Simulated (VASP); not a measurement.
# Er (Fm-3m) in VASP: further runs

One crystal, Er, is run at these levels: PBE; tasks: single point.

Everything below comes from runs of VASP 6.6.1. Logs are shortened: lines on timing, memory, paths and dates and some standing lists are left out, and cuts for length are marked.

### Step 1. The structure

It takes space group Fm-3m (No. 225, cubic). Conventional cell: a = 4.960 Å, b = 4.960 Å, c = 4.960 Å, α = 90.00°, β = 90.00°, γ = 90.00°. Er (site symmetry m-3m) is surrounded by 12 Er at 3.51 Å.

This isn't the form of Er at room conditions, which is hcp.

### Step 2. Single point, PBE, collinear spin, ferromagnetic start

INCAR reads:

```
SYSTEM = Er
PREC     = Accurate       ! precision mode
ENCUT    = 450            ! plane-wave cutoff, eV
EDIFF    = 1E-6           ! SCF threshold, eV
ISMEAR   = 0              ! smearing method
SIGMA    = 0.05           ! smearing width, eV
LREAL    = .False.        ! projectors in reciprocal space
LASPH    = .True.         ! aspherical terms in the spheres
NELM     = 100            ! most SCF steps
ALGO     = Normal         ! electronic algorithm
ISIF     = 2              ! what is computed and relaxed
LWAVE    = .False.        ! write WAVECAR
LCHARG   = .False.        ! write CHGCAR
ISPIN    = 2              ! spin polarisation
MAGMOM   = 3              ! initial moments
LORBIT   = 11             ! projections on sites
LMAXMIX  = 6              ! l up to which the mixer works
GGA      = PE             ! functional
ADDGRID  = .False.
```

KPOINTS reads:

```
Automatic mesh
0
Gamma
  10 10 10
  0 0 0
```

POSCAR reads:

```
Er
1.0
   -0.0089250000      2.4571370000      2.4791170000
    2.4542050000     -0.0023290000      2.4725200000
    2.4870360000      2.4833720000     -0.0351600000
Er
1
Direct
   -0.0043710000     -0.0077920000     -0.0181410000
```

Potentials or basis: VASP PAW PBE potentials, release 64 (Er_3), 4f in core.

The run is started by

```sh
$ cat potpaw_PBE.64/Er_3/POTCAR > POTCAR
$ mpirun -np 1 vasp_std > vasp.out
```

OUTCAR:

```text
SYSTEM = Er
   PREC = Accurate
   ENCUT = 450
   EDIFF = 1E-6
   ISMEAR = 0
   LREAL = .False.
   LASPH = .True.
   NELM = 100
   ISIF = 2
   ISPIN = 2
   LORBIT = 11
   GGA = PE

 Found    504 irreducible k-points:

 Following reciprocal coordinates:
            Coordinates               Weight
  0.000000  0.000000  0.000000      1.000000
  0.100000  0.000000 -0.000000      2.000000
  0.200000  0.000000 -0.000000      2.000000
  0.300000  0.000000 -0.000000      2.000000
  0.400000  0.000000 -0.000000      2.000000
  0.500000  0.000000 -0.000000      1.000000
   k-points           NKPTS =    504   k-points in BZ     NKDIM =    504   number of bands    NBANDS=     10
   number of dos      NEDOS =    301   number of ions     NIONS =      1
   total plane-waves  NPLWV =  13824
   dimension x,y,z NGX =    24 NGY =   24 NGZ =   24
   dimension x,y,z NGXF=    48 NGYF=   48 NGZF=   48
   ions per type =               1
   NGX,Y,Z   is equivalent  to a cutoff of  11.43, 11.45, 11.35 a.u.
   NGXF,Y,Z  is equivalent  to a cutoff of  22.86, 22.91, 22.70 a.u.
 SYSTEM =  Er
   PREC   = accura    normal or accurate (medium, high low for compatibility)
   ISTART =      0    job   : 0-new  1-cont  2-samecut
   ICHARG =      2    charge: 1-file 2-atom 10-const
   ISPIN  =      2    spin polarized calculation?
   LNONCOLLINEAR =      F non collinear calculations
   LSORBIT =      F    spin-orbit coupling
   LASPH  =      T    aspherical Exc in radial PAW
   ENCUT  =  450.0 eV  33.07 Ry    5.75 a.u.   6.04  6.03  6.08*2*pi/ulx,y,z
   NELM   =    100;   NELMIN=  2; NELMDL= -5     # of ELM steps
   EDIFF  = 0.1E-05   stopping-criterion for ELM
   LREAL  =      F    real-space projection
   EDIFFG = 0.1E-04   stopping-criterion for IOM
   NSW    =      0    number of steps for IOM
   IBRION =     -1    ionic relax: 0-MD 1-quasi-New 2-CG
   NFREE  =      0    steps in history (QN), initial steepest desc. (CG)
   ISIF   =      2    stress and relaxation
   ISYM   =      2    0-nonsym 1-usesym 2-fastsym
   POTIM  = 0.5000    time-step for ionic-motion
   TEBEG  =    0.0;   TEEND  =   0.0 temperature during run
   PSTRESS=    0.0 pullay stress
   NELECT =       9.0000    total number of electrons
   NUPDOWN=      -1.0000    fix difference up-down
   EMIN   =  10.00;   EMAX   =-10.00  energy-range for DOS
   EFERMI =   0.00;   METHOD = LEGACY
   ISMEAR =     0;   SIGMA  =   0.05  broadening in eV -4-tet -1-fermi 0-gaus
   EFERMI_NEDOS =   21; number of points for ismear=-14 and -15
   IALGO  =     38    algorithm
   IMIX   =      4    mixing-type and parameters
     AMIX     =   0.40;   BMIX     =  1.00
     AMIX_MAG =   1.60;   BMIX_MAG =  1.00
  volume/ion in A,a.u.               =      30.50       205.83
  Fermi-wavevector in a.u.,A,eV,Ry     =   1.089904  2.059619 16.162220  1.187890
  Thomas-Fermi vector in A             =   2.226117
   LORBIT       =     11    0 simple, 1 ext, 2 COOP (PROOUT), +10 PAW based schemes
   GGA     = PE    functional components
   LHFCALC =     F    Hartree Fock is set to
   AEXX    =    0.0000 exact exchange contribution
   IVDW    =     0    specifies the selected vdW correction
   LEPSILON=     F    determine dielectric tensor
   LRPA    =     F    only Hartree local field effects (RPA)
 spin polarized calculation
 Gauss-broadening in eV      SIGMA  =   0.05
  energy-cutoff  :      450.00
  volume of cell :       30.50
 maximum number of plane-waves:       672
   NGX = 13   NGY = 13   NGZ = 13

 number of electron       9.0000000 magnetization       0.0829756

 number of electron       9.0000000 magnetization      -0.0008060

 Free energy of the ion-electron system (eV)
  ---------------------------------------------------
  ext. energy  EPLUGINS =         0.00000000
  ---------------------------------------------------
  free energy    TOTEN  =        -4.46775382 eV

  energy without entropy =       -4.46550606  energy(sigma->0) =       -4.46662994

 E-fermi :   3.0395     XC(G=0):  -9.8737

 val. band max:        3.0394689679   @ k =  -0.4000   0.4000   0.2000
 cond. band min:       3.0399037709   @ k =  -0.4000   0.4000   0.2000
 fundamental gap:      0.0004348030
 Fermi energy:         3.0394960774

 spin component 1

 k-point     1 :       0.0000    0.0000    0.0000
  band No.  band energies     occupation
      1     -21.3111      1.00000
      2     -21.2967      1.00000
      3     -21.2924      1.00000
      4      -2.4825      1.00000
      5       4.9233      0.00000
      6       5.1639      0.00000
      7       5.1904      0.00000
      8       7.3887      0.00000
      9       7.5016      0.00000
     10      12.6415      0.00000

 k-point     2 :       0.1000    0.0000   -0.0000
  band No.  band energies     occupation
      1     -21.3599      1.00000
      2     -21.3159      1.00000
      3     -21.3011      1.00000
      4      -2.2052      1.00000
      5       4.7781      0.00000
      6       5.1207      0.00000
      7       5.3258      0.00000
      8       7.2448      0.00000
      9       7.3386      0.00000
     10      13.2702      0.00000

 k-point     3 :       0.2000    0.0000   -0.0000
  band No.  band energies     occupation
      1     -21.5160      1.00000
      2     -21.3343      1.00000
      3     -21.3235      1.00000
      4      -1.4430      1.00000
      5       4.1670      0.00000
      6       5.2800      0.00000
      7       5.5267      0.00000
      8       7.1703      0.00000
      9       7.2181      0.00000
     10      13.2450      0.00000

 k-point     4 :       0.3000    0.0000   -0.0000
  band No.  band energies     occupation
      1     -21.7026      1.00000
      2     -21.3568      1.00000
      3     -21.3507      1.00000
      4      -0.4290      1.00000
      5       3.6875      0.00000
      6       5.1407      0.00000
      7       5.3747      0.00000
      8       7.6993      0.00000
      9       7.8097      0.00000
     10      12.1613      0.00000

 k-point     5 :       0.4000    0.0000   -0.0000
  band No.  band energies     occupation
      1     -21.8487      1.00000
      2     -21.3758      1.00000
      3     -21.3716      1.00000
      4       0.3959      1.00000
      5       3.6368      0.00000
      6       4.8802      0.00000
      7       5.1086      0.00000
      8       8.5895      0.00000
      9       8.7872      0.00000
     10      11.5152      0.00000

 k-point     6 :       0.5000    0.0000   -0.0000
  band No.  band energies     occupation
      1     -21.9034      1.00000
      2     -21.3836      1.00000
      3     -21.3790      1.00000
      4       0.6725      1.00000
      5       3.7784      0.00000
      6       4.7702      0.00000
      7       4.9993      0.00000
      8       9.0667      0.00000
      9       9.3132      0.00000
     10      11.3738      0.00000

 [... further k-points ...]

 spin component 2

 k-point     1 :       0.0000    0.0000    0.0000
  band No.  band energies     occupation
      1     -21.3114      1.00000
      2     -21.2971      1.00000
      3     -21.2928      1.00000
      4      -2.4830      1.00000
      5       4.9230      0.00000
      6       5.1636      0.00000
      7       5.1901      0.00000
      8       7.3883      0.00000
      9       7.5011      0.00000
     10      12.6407      0.00000

 k-point     2 :       0.1000    0.0000   -0.0000
  band No.  band energies     occupation
      1     -21.3602      1.00000
      2     -21.3162      1.00000
      3     -21.3015      1.00000
      4      -2.2057      1.00000
      5       4.7777      0.00000
      6       5.1204      0.00000
      7       5.3255      0.00000
      8       7.2444      0.00000
      9       7.3381      0.00000
     10      13.2694      0.00000

 k-point     3 :       0.2000    0.0000   -0.0000
  band No.  band energies     occupation
      1     -21.5163      1.00000
      2     -21.3347      1.00000
      3     -21.3238      1.00000
      4      -1.4435      1.00000
      5       4.1666      0.00000
      6       5.2796      0.00000
      7       5.5263      0.00000
      8       7.1699      0.00000
      9       7.2176      0.00000
     10      13.2440      0.00000

 k-point     4 :       0.3000    0.0000   -0.0000
  band No.  band energies     occupation
      1     -21.7030      1.00000
      2     -21.3572      1.00000
      3     -21.3510      1.00000
      4      -0.4295      1.00000
      5       3.6870      0.00000
      6       5.1404      0.00000
      7       5.3742      0.00000
      8       7.6989      0.00000
      9       7.8092      0.00000
     10      12.1603      0.00000

 k-point     5 :       0.4000    0.0000   -0.0000
  band No.  band energies     occupation
      1     -21.8490      1.00000
      2     -21.3762      1.00000
      3     -21.3719      1.00000
      4       0.3955      1.00000
      5       3.6363      0.00000
      6       4.8798      0.00000
      7       5.1082      0.00000
      8       8.5889      0.00000
      9       8.7867      0.00000
     10      11.5144      0.00000

 k-point     6 :       0.5000    0.0000   -0.0000
  band No.  band energies     occupation
      1     -21.9037      1.00000
      2     -21.3839      1.00000
      3     -21.3794      1.00000
      4       0.6721      1.00000
      5       3.7778      0.00000
      6       4.7698      0.00000
      7       4.9989      0.00000
      8       9.0662      0.00000
      9       9.3126      0.00000
     10      11.3733      0.00000

 [... further k-points ...]
[... 5 lines left out ...]
  --------------------------------------------------------------------------------------
  -------------------------------------------------------------------------------------
  Total       -0.0300847     -0.0253633     -0.0620814     -0.0602056      0.0710530      0.1049260
  in kB       -1.5803512     -1.3323327     -3.2611381     -3.1626019      3.7324190      5.5117667
  external PRESSURE =      -2.0579407 kB  Pullay stress =       0.0000000 kB

 VOLUME and BASIS-vectors are now :
 -----------------------------------------------------------------------------
  energy-cutoff  :      450.00
  volume of cell :       30.50
      direct lattice vectors                 reciprocal lattice vectors
    -0.008925000  2.457137000  2.479117000    -0.201313527  0.204442392  0.200014888
     2.454205000 -0.002329000  2.472520000     0.204685885 -0.202140878  0.201085569
     2.487036000  2.483372000 -0.035160000     0.199378760  0.200206110 -0.197713292

 POSITION                                       TOTAL-FORCE (eV/Angst)
 -----------------------------------------------------------------------------------
      4.86811      4.88241      4.88701        -0.000000      0.000000     -0.000000
 -----------------------------------------------------------------------------------
    total drift:                               -0.000002     -0.000001     -0.000000

  FREE ENERGIE OF THE ION-ELECTRON SYSTEM (eV)
  ---------------------------------------------------
  free  energy   TOTEN  =        -4.4677538244 eV

  energy  without entropy=       -4.4655060649  energy(sigma->0) =       -4.46662994

 total charge

# of ion       s       p       d       tot
------------------------------------------
    1        0.514   6.495   1.109   8.118

 magnetization (x)

# of ion       s       p       d       tot
------------------------------------------
    1        0.000  -0.000  -0.000  -0.000
```

Run time: 62 s. Hardware: 1 thread of Intel Xeon 6975P-C (Granite Rapids), shared host; peak memory 0.3 GiB.

The run converged, but some of its settings lie outside the range that counts as converged, so its numbers aren't taken as properties of the crystal.

Results:

```
Free energy                                           : -4.4678 eV
Pressure                                              : -0.2 GPa
Band gap on the k mesh                                : none (metal or under the smearing width)
Net moment                                            : 0.00 μB per cell
Valence electrons inside the program's atomic spheres : Er 8.12
```

Caveat: the magnetic or orbital state may not be the lowest; spin-orbit coupling is left out, which moves the levels of the heavy elements; the 4f electrons are frozen in the core as for a trivalent ion, so they carry no moment and show no levels.

### Step 3. Single point, PBE, collinear spin, ferromagnetic start

INCAR: that of step 2 with these lines changed.

```diff
@@ -5,3 +5,3 @@
 ISMEAR   = 0              ! smearing method
-SIGMA    = 0.05           ! smearing width, eV
+SIGMA    = 0.02           ! smearing width, eV
 LREAL    = .False.        ! projectors in reciprocal space
```

KPOINTS is that of step 2.

POSCAR reads:

```
Er
1.0
    0.0000000000      2.4798434248      2.4798434248
    2.4798434248      0.0000000000      2.4798434248
    2.4798434248      2.4798434248      0.0000000000
Er
1
Direct
    0.0000000000      0.0000000000      0.0000000000
```

Potentials or basis: VASP PAW PBE potentials, release 64 (Er_3), 4f in core.

The run is started by

```sh
$ cat potpaw_PBE.64/Er_3/POTCAR > POTCAR
$ mpirun -np 1 vasp_std > vasp.out
```

Wall time 11 s (1 thread of Intel Xeon 6975P-C (Granite Rapids), shared host); peak memory 0.15 GiB.

These settings aren't checked as converged: the numbers below hold their error.

What came out:

| Quantity | Value |
| --- | --- |
| Free energy | -4.4683 eV |
| Pressure | -0.2 GPa |
| Band gap on the k mesh | none (metal or under the smearing width) |
| Net moment | -0.06 μB per cell |
| Site moments | Er -0.04 μB |
| Valence electrons inside the program's atomic spheres | Er 8.12 |

Caveat: the magnetic or orbital state may not be the lowest; spin-orbit coupling is left out, which moves the levels of the heavy elements; the 4f electrons are frozen in the core as for a trivalent ion, so they carry no moment and show no levels.
